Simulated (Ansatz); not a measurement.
## Preparing GaN (P6_3mc) as a host crystal

Before any defect goes in: GaN (P6_3mc) at rest, and how it screens a charge.

Main program and level: Ansatz 0.2.0; plane-wave PAW DFT, r2SCAN; relaxation of the host's cell and atoms, in the first sound run; inputs show where later runs differ.

Report form: the programs' logs are mostly left out.

### Step 1. Starting point

The structure is hexagonal, space group P6_3mc (No. 186). Conventional cell: a = 3.189 Å, b = 3.189 Å, c = 5.192 Å, α = 90.00°, β = 90.00°, γ = 120.00°. Nearest to Ga lie 4 N at 1.95 to 1.96 Å. Nearest to N lie 4 Ga at 1.95 to 1.96 Å. Farther neighbours and most contacts between anions are not listed.

### Step 2. Host cell relaxation

Lattice and positions are set free, within the symmetry that the program keeps.

Input file cell/input.yaml:

```yaml
crystal:
  lattice:
    - [3.1889304, 0.0, 0.0]
    - [-1.5944652, 2.7616947, 0.0]
    - [0.0, 0.0, 5.1923572]
  atoms:
    - { symbol: Ga, position: [0.66666667, 0.33333333, 0.49908371] }
    - { symbol: Ga, position: [0.33333333, 0.66666667, 0.99908371] }
    - { symbol: "N", position: [0.66666667, 0.33333333, 0.87591629] }
    - { symbol: "N", position: [0.33333333, 0.66666667, 0.37591629] }
basis:
  ecutwfc: 500
  xc_grid: 2
hamiltonian:
  xc: r2scan
kpoints:
  mp_grid: { grid: [10, 10, 6] }
scf:
  occupations: { method: fixed }
  max_iter: 100
relax:
  f_tol: 0.005
  max_steps: 60
  cell: {}
output:
  forces: true
  stress: true
checkpoint:
  write: "../cell.run"
  compress: false
  write_wavefunctions: false
  write_every: 100000
```

On the command line:

```sh
> ansatz run input.yaml --threads 32 --pin off --max-ram 84787MiB --backend cpu --events-out ev --progress --plain --runs-dir out
```

Elapsed: 1.9 s, on 32 threads of Arm Neoverse V2, shared host; peak memory 0.26 GiB; 44 s of CPU time.

Step by step:

```tsv
step	energy less that of the first step (eV)	largest force component (eV/Å)	pressure (GPa)	volume (Å³)
1	0.0000	0.0013	-1.04	45.73
2	-0.0008	0.0011	-0.40	45.58
3	-0.0009	0.0005	0.00	45.48
4*	-0.0008	0.0005	0.00	45.48
```

Relaxation steps marked * repeat the geometry before them on a plane-wave basis chosen anew for their cell, so energy and pressure can jump there.

Forces are held to the 12 operations that the run works with; a distortion that breaks them can't arise in this run.

```tsv
conventional cell, symmetrised	before	after	change
a (Å)	3.189	3.183	-0.2 %
b (Å)	3.189	3.183	-0.2 %
c (Å)	5.192	5.184	-0.2 %
volume (Å³/atom)	11.43	11.37	-0.5 %
```

Final coordinates:

```xyz
4
Lattice="3.1831 0.0000 0.0000 -1.5915 2.7566 0.0000 0.0000 0.0000 5.1836" Properties=species:S:1:pos:R:3 pbc="T T T"
Ga    1.5916    0.9189    2.5872
Ga    0.0000    1.8378    5.1790
N     1.5916    0.9189    4.5402
N     0.0000    1.8378    1.9485
```

Numbers from this step:

| Property | Result |
| --- | --- |
| pressure | 0.004106 GPa |

### Step 3. Dielectric tensors of the host

The response to a uniform electric field gives the electronic dielectric tensor.

This step: plane-wave PAW DFPT, PBEsol; dielectric tensors, Born charges and zone-centre modes of the host (Ansatz 0.2.0).

Input file eps/input.yaml:

```yaml
crystal:
  lattice:
    - [3.1830864089, 0.0, 0.0]
    - [-1.5915432044, 2.7566336925, 0.0]
    - [0.0, 0.0, 5.1835805568]
  atoms:
    - { symbol: Ga, position: [0.6666666667, 0.3333333333, 0.4991084241] }
    - { symbol: Ga, position: [0.3333333333, 0.6666666667, 0.9991084241] }
    - { symbol: "N", position: [0.6666666667, 0.3333333333, 0.8758915759] }
    - { symbol: "N", position: [0.3333333333, 0.6666666667, 0.3758915759] }
basis:
  ecutwfc: 420
hamiltonian:
  xc: pbesol
kpoints:
  mp_grid: { grid: [9, 9, 5] }
scf:
  occupations: { method: fixed }
  max_iter: 100
phonons:
  method: dfpt
  dielectric: true
  rigid_motions: translations
```

Elapsed: 11 s, on 32 threads; peak memory 1 GiB; 4 min of CPU time.

Electronic dielectric tensor:

```
5.84 0.00 0.00
0.00 5.84 0.00
0.00 0.00 6.02
```

Static dielectric tensor:

```
10.10  0.00  0.00
 0.00 10.10  0.00
 0.00  0.00 11.18
```

The principal values of the electronic dielectric tensor are 5.84, 5.84 and 6.02. The principal values of the static dielectric tensor are 10.10, 10.10 and 11.18.

### Step 4. Defect free supercell relaxed in its symmetry

This cell, the one that will hold the defects, is built from the relaxed host. Its coarser k-points can move the atoms a little, so it is relaxed from the symmetric sites, as the reference for the test of stability.

This step: plane-wave PAW DFT, r2SCAN; relaxation of the defect-free supercell in its symmetry (Ansatz 0.2.0).

System of this step: GaN (P6_3mc). The cell holds 72 atoms: 36 Ga and 36 N. Cell: a = 9.549 Å, b = 9.549 Å, c = 10.367 Å, α = 90.0°, β = 90.0°, γ = 120.0°.

Input file pristine.symmetric/input.yaml:

```yaml
crystal:
  lattice:
    - [9.5492592266, 0.0, 0.0]
    - [-4.7746296133, 8.2699010776, 0.0]
    - [0.0, 0.0, 10.3671611136]
  atoms:
    - { symbol: Ga, position: [0.2222222222, 0.1111111111, 0.249554212] }
    - { symbol: Ga, position: [0.1111111111, 0.2222222222, 0.499554212] }
    - { symbol: "N", position: [0.2222222222, 0.1111111111, 0.437945788] }
    - { symbol: "N", position: [0.1111111111, 0.2222222222, 0.187945788] }
    - { symbol: Ga, position: [0.2222222222, 0.1111111111, 0.7495542121] }
    - { symbol: Ga, position: [0.1111111111, 0.2222222222, 0.999554212] }
    - { symbol: "N", position: [0.2222222222, 0.1111111111, 0.937945788] }
    - { symbol: "N", position: [0.1111111111, 0.2222222222, 0.6879457879] }
    - { symbol: Ga, position: [0.2222222222, 0.4444444444, 0.249554212] }
    - { symbol: Ga, position: [0.1111111111, 0.5555555556, 0.499554212] }
    - { symbol: "N", position: [0.2222222222, 0.4444444444, 0.437945788] }
    - { symbol: "N", position: [0.1111111111, 0.5555555556, 0.187945788] }
    - { symbol: Ga, position: [0.2222222222, 0.4444444444, 0.7495542121] }
    - { symbol: Ga, position: [0.1111111111, 0.5555555556, 0.999554212] }
    - { symbol: "N", position: [0.2222222222, 0.4444444444, 0.937945788] }
    - { symbol: "N", position: [0.1111111111, 0.5555555556, 0.6879457879] }
    - { symbol: Ga, position: [0.2222222222, 0.7777777778, 0.249554212] }
    - { symbol: Ga, position: [0.1111111111, 0.8888888889, 0.499554212] }
    - { symbol: "N", position: [0.2222222222, 0.7777777778, 0.437945788] }
    - { symbol: "N", position: [0.1111111111, 0.8888888889, 0.187945788] }
    - { symbol: Ga, position: [0.2222222222, 0.7777777778, 0.7495542121] }
    - { symbol: Ga, position: [0.1111111111, 0.8888888889, 0.999554212] }
    - { symbol: "N", position: [0.2222222222, 0.7777777778, 0.937945788] }
    - { symbol: "N", position: [0.1111111111, 0.8888888889, 0.6879457879] }
    - { symbol: Ga, position: [0.5555555556, 0.1111111111, 0.249554212] }
    - { symbol: Ga, position: [0.4444444444, 0.2222222222, 0.499554212] }
    - { symbol: "N", position: [0.5555555556, 0.1111111111, 0.437945788] }
    - { symbol: "N", position: [0.4444444444, 0.2222222222, 0.187945788] }
    - { symbol: Ga, position: [0.5555555556, 0.1111111111, 0.7495542121] }
    - { symbol: Ga, position: [0.4444444444, 0.2222222222, 0.999554212] }
    - { symbol: "N", position: [0.5555555556, 0.1111111111, 0.937945788] }
    - { symbol: "N", position: [0.4444444444, 0.2222222222, 0.6879457879] }
    - { symbol: Ga, position: [0.5555555556, 0.4444444444, 0.249554212] }
    - { symbol: Ga, position: [0.4444444444, 0.5555555556, 0.499554212] }
    - { symbol: "N", position: [0.5555555556, 0.4444444444, 0.437945788] }
    - { symbol: "N", position: [0.4444444444, 0.5555555556, 0.187945788] }
    - { symbol: Ga, position: [0.5555555556, 0.4444444444, 0.7495542121] }
    - { symbol: Ga, position: [0.4444444444, 0.5555555556, 0.999554212] }
    - { symbol: "N", position: [0.5555555556, 0.4444444444, 0.937945788] }
    - { symbol: "N", position: [0.4444444444, 0.5555555556, 0.6879457879] }
    - { symbol: Ga, position: [0.5555555556, 0.7777777778, 0.249554212] }
    - { symbol: Ga, position: [0.4444444444, 0.8888888889, 0.499554212] }
    - { symbol: "N", position: [0.5555555556, 0.7777777778, 0.437945788] }
    - { symbol: "N", position: [0.4444444444, 0.8888888889, 0.187945788] }
    - { symbol: Ga, position: [0.5555555556, 0.7777777778, 0.7495542121] }
    - { symbol: Ga, position: [0.4444444444, 0.8888888889, 0.999554212] }
    - { symbol: "N", position: [0.5555555556, 0.7777777778, 0.937945788] }
    - { symbol: "N", position: [0.4444444444, 0.8888888889, 0.6879457879] }
    - { symbol: Ga, position: [0.8888888889, 0.1111111111, 0.249554212] }
    - { symbol: Ga, position: [0.7777777778, 0.2222222222, 0.499554212] }
    - { symbol: "N", position: [0.8888888889, 0.1111111111, 0.437945788] }
    - { symbol: "N", position: [0.7777777778, 0.2222222222, 0.187945788] }
    - { symbol: Ga, position: [0.8888888889, 0.1111111111, 0.7495542121] }
    - { symbol: Ga, position: [0.7777777778, 0.2222222222, 0.999554212] }
    - { symbol: "N", position: [0.8888888889, 0.1111111111, 0.937945788] }
    - { symbol: "N", position: [0.7777777778, 0.2222222222, 0.6879457879] }
    - { symbol: Ga, position: [0.8888888889, 0.4444444444, 0.249554212] }
    - { symbol: Ga, position: [0.7777777778, 0.5555555556, 0.499554212] }
    - { symbol: "N", position: [0.8888888889, 0.4444444444, 0.437945788] }
    - { symbol: "N", position: [0.7777777778, 0.5555555556, 0.187945788] }
    - { symbol: Ga, position: [0.8888888889, 0.4444444444, 0.7495542121] }
    - { symbol: Ga, position: [0.7777777778, 0.5555555556, 0.999554212] }
    - { symbol: "N", position: [0.8888888889, 0.4444444444, 0.937945788] }
    - { symbol: "N", position: [0.7777777778, 0.5555555556, 0.6879457879] }
    - { symbol: Ga, position: [0.8888888889, 0.7777777778, 0.249554212] }
    - { symbol: Ga, position: [0.7777777778, 0.8888888889, 0.499554212] }
    - { symbol: "N", position: [0.8888888889, 0.7777777778, 0.437945788] }
    - { symbol: "N", position: [0.7777777778, 0.8888888889, 0.187945788] }
    - { symbol: Ga, position: [0.8888888889, 0.7777777778, 0.7495542121] }
    - { symbol: Ga, position: [0.7777777778, 0.8888888889, 0.999554212] }
    - { symbol: "N", position: [0.8888888889, 0.7777777778, 0.937945788] }
    - { symbol: "N", position: [0.7777777778, 0.8888888889, 0.6879457879] }
basis:
  ecutwfc: 500
  xc_grid: 2
hamiltonian:
  xc: r2scan
kpoints:
  mp_grid: { grid: [1, 1, 1] }
scf:
  occupations: { method: fermi_dirac, width: 0.01 }
  max_iter: 100
  lower_state_search: "off"
output:
  forces: true
relax:
  f_tol: 0.015
  max_steps: 60
  escape_saddle: false
checkpoint:
  write: "../pristine.symmetric.run"
  compress: false
  write_wavefunctions: false
  write_every: 100000
```

On the command line:

```sh
> ansatz run input.yaml --threads 32 --pin off --max-ram 84787MiB --backend cuda --events-out ev --progress --plain --runs-dir out --max-vram 78GiB
```

It took 1.7 s on 1 × NVIDIA GB200 with 32 threads; peak memory 1.3 GiB.

No atom moved by 0.005 Å in the relaxation.

### Step 5. Defect free supercell relaxed from displaced atoms

This step: plane-wave PAW DFT, r2SCAN; relaxation of the defect-free supercell from random displacements, a test of the host's stability (Ansatz 0.2.0).

pristine.rattled/input.yaml, as its differences from pristine.symmetric/input.yaml of step 4:

```diff
@@ -93,6 +93,6 @@
   f_tol: 0.015
-  max_steps: 60
-  escape_saddle: false
+  max_steps: 120
+  random_displacement: { amplitude: 0.06, seed: 2401 }
 checkpoint:
-  write: "../pristine.symmetric.run"
+  write: "../pristine.rattled.run"
   compress: false
```

Elapsed: 3.2 s, on 1 × NVIDIA GB200 with 32 threads; peak memory 1.3 GiB; 10 s of CPU time.

Relaxation path:

```tsv
step	energy less that of the first step (eV)	largest force component (eV/Å)
1	0.0000	2.0807
2	-1.7837	0.9447
3	-2.2835	0.0139
4	-2.2835	0.0137
```

The relaxation ends 32 meV an atom lower than the displaced start, with a largest force component of 0.014 eV/Å.

### Step 6. Host on a dense mesh

This step: plane-wave PAW DFT, r2SCAN; single point of the defect-free host, a test of the k-point sampling (Ansatz 0.2.0).

System of this step: GaN (P6_3mc). The structure is hexagonal, space group P6_3mc (No. 186). The conventional cell has a = 3.183 Å, b = 3.183 Å, c = 5.184 Å, α = 90.00°, β = 90.00°, γ = 120.00°. Nearest to Ga lie 4 N at 1.95 Å. Nearest to N lie 4 Ga at 1.95 Å. Farther neighbours and most contacts between anions are not listed.

Input file dense/input.yaml:

```yaml
crystal:
  lattice:
    - [3.1830864089, 0.0, 0.0]
    - [-1.5915432044, 2.7566336925, 0.0]
    - [0.0, 0.0, 5.1835805568]
  atoms:
    - { symbol: Ga, position: [0.6666666667, 0.3333333333, 0.4991084241] }
    - { symbol: Ga, position: [0.3333333333, 0.6666666667, 0.9991084241] }
    - { symbol: "N", position: [0.6666666667, 0.3333333333, 0.8758915759] }
    - { symbol: "N", position: [0.3333333333, 0.6666666667, 0.3758915759] }
basis:
  ecutwfc: 500
  xc_grid: 2
hamiltonian:
  xc: r2scan
kpoints:
  mp_grid: { grid: [10, 10, 6] }
scf:
  occupations: { method: fermi_dirac, width: 0.01 }
  max_iter: 100
  lower_state_search: "off"
checkpoint:
  write: "../dense.run"
  compress: false
  write_wavefunctions: false
  write_every: 100000
```

On the command line:

```sh
> ansatz run input.yaml --threads 32 --pin off --max-ram 84787MiB --backend cpu --events-out ev --progress --plain --runs-dir out
```

The job ended after 0.65 s (32 threads; peak memory 0.37 GiB; 14 s of CPU time).

### Step 7. Defect free supercell at the zone centre

The supercell is run at the zone centre, to see how far that sampling misses the dense mesh.

System of this step: GaN (P6_3mc). The cell holds 72 atoms: 36 Ga and 36 N. Cell: a = 9.549 Å, b = 9.549 Å, c = 10.367 Å, α = 90.0°, β = 90.0°, γ = 120.0°.

pristine.sampling_gamma/input.yaml, as its differences from pristine.rattled/input.yaml of step 5:

```diff
@@ -89,10 +89,4 @@
   lower_state_search: "off"
-output:
-  forces: true
-relax:
-  f_tol: 0.015
-  max_steps: 120
-  random_displacement: { amplitude: 0.06, seed: 2401 }
 checkpoint:
-  write: "../pristine.rattled.run"
+  write: "../pristine.sampling_gamma.run"
   compress: false
```

On the command line:

```sh
> ansatz run input.yaml --threads 32 --pin off --max-ram 84787MiB --backend cuda --events-out ev --progress --plain --runs-dir out --max-vram 78GiB
```

Run time: 1.2 s. Hardware: 1 × NVIDIA GB200 with 32 threads; peak memory 1.2 GiB; 3 s of CPU time.

### Step 8. Defect free supercell at the quarter point

The supercell is run at one point off the zone centre, to see how far that sampling misses the dense mesh.

pristine.sampling_quarter/input.yaml, as its differences from pristine.sampling_gamma/input.yaml of step 7:

```diff
@@ -84,3 +84,3 @@
 kpoints:
-  mp_grid: { grid: [1, 1, 1] }
+  mp_grid: { grid: [1, 1, 1], shift: [0.25, 0.25, 0.25] }
 scf:
@@ -90,3 +90,3 @@
 checkpoint:
-  write: "../pristine.sampling_gamma.run"
+  write: "../pristine.sampling_quarter.run"
   compress: false
```

Elapsed: 1.2 s, on 1 × NVIDIA GB200 with 32 threads; peak memory 1.4 GiB; 3 s of CPU time.

### Step 9. Results

```
primitive cell vectors, lengths                                      : 3.183, 3.183, 5.184 Å
electronic dielectric constant                                       : principal values (5.84, 5.84, 6.02)
static dielectric constant                                           : principal values (10.10, 10.10, 11.18)
gap on the k-mesh of the response run (PBEsol)                       : 1.88 eV
supercell relaxed in its symmetry less the displaced and relaxed one : 0.000 eV
energy an atom at the zone centre alone less that on the dense mesh  : 0.072 eV
energy an atom at one point at (¼, ¼, ¼) less that on the dense mesh : -0.023 eV
```

What this shows: Step 5: The energy fell by 2.283 eV from the randomly displaced start; the atoms end within 0.005 Å of the sites as typed, once the mean shift is taken out. The displaced cell ends within 0.01 eV of the symmetric one relaxed in its symmetry, so no lower structure shows in this supercell. The k-mesh can miss the band edges, so this gap is an upper bound at this level. All at zero temperature.

[Logs are printed without paths, hosts, clocks, repeated set-up lines and the standing remarks that a program may print on its own settings, such as how far it seeks lower states.]

[Hosts, paths, dates, database ids (printed as entryN), source tags and the programs' standing remarks are cut or masked in the printed files.]

[Runs of the host that timed out are not shown.]

[For some hosts the program warned that the k-mesh of the response run may be too coarse for force constants and the static dielectric constant; such warnings are not always shown.]

[The program warned that the k-mesh of a response run behind this text may be too coarse: force constants, and the static dielectric constant and all else formed from them, are not shown converged.]
